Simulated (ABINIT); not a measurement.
Crystal: ZnS.

```xyz
2
Lattice="0.0000 2.7020 2.7020 2.7020 0.0000 2.7020 2.7020 2.7020 0.0000" Properties=species:S:1:pos:R:3 pbc="T T T"
Zn    4.0530    4.0530    4.0530
S     0.0000    0.0000    0.0000
```

Base run:

```yaml
Program: ABINIT 10.8.3 (patched build)
Functional: PBE
Potentials_or_basis: JTH PAW PBE v2.0
Cutoff: 707 eV
k_mesh: 9 × 9 × 9
Occupations: fermi-dirac, width 0.05 eV
Spin: no spin polarisation
```

Its results: band gap on the k mesh 2.10 eV, direct; pressure 1.5 GPa.

Task: The run is repeated on the same cell with these changes: functional from PBE to WC. What comes out?

Result: Band gap on the k mesh 1.93 eV, direct; pressure -2.0 GPa.

WC binds more tightly than PBE, so the same cell stands under less pressure.

Caveats: the PAW data sets were made with another functional, which shifts forces and pressure a little (some runs).
